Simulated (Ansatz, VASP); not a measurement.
# Sc in VASP and in Ansatz

```
Sc
1.0
     3.29773    0.00000    0.00000
    -1.64887    2.85592    0.00000
     0.00000    0.00000    5.25038
Sc
2
Direct
  0.33333 0.66667 0.25000
  0.66667 0.33333 0.75000
```

Change from the starting cell: volume scaled by 0.99, crystal datasets.

Alike in both runs: task electric field gradients; functional LDA; k mesh 13 × 13 × 7; occupations fermi-dirac, width 0.03 eV; no spin polarisation.

```csv
,VASP,Ansatz
version,VASP 6.6.1,Ansatz 0.2.0
potentials or method,"VASP PAW LDA potentials, release 64 (Sc_sv), cutoff 520 eV","all-electron PAW with datasets made for the crystal, scalar-relativistic"
```

Ansatz gave:

| Item | Value |
| --- | --- |
| pressure (GPa) | -4.8 |
| largest component of the traceless stress (GPa) | 1.24 |
| Vzz of the field gradient on the site that differs most (V/Å²) | 9.1 |

Task: Estimate VASP's values.

Result: Pressure (GPa): -4.8; largest component of the traceless stress (GPa): 1.24; Vzz of the field gradient on the site that differs most (V/Å²): 9.8.

Ansatz ran all-electron here, so the differences hold the error of VASP's frozen core and of both bases.
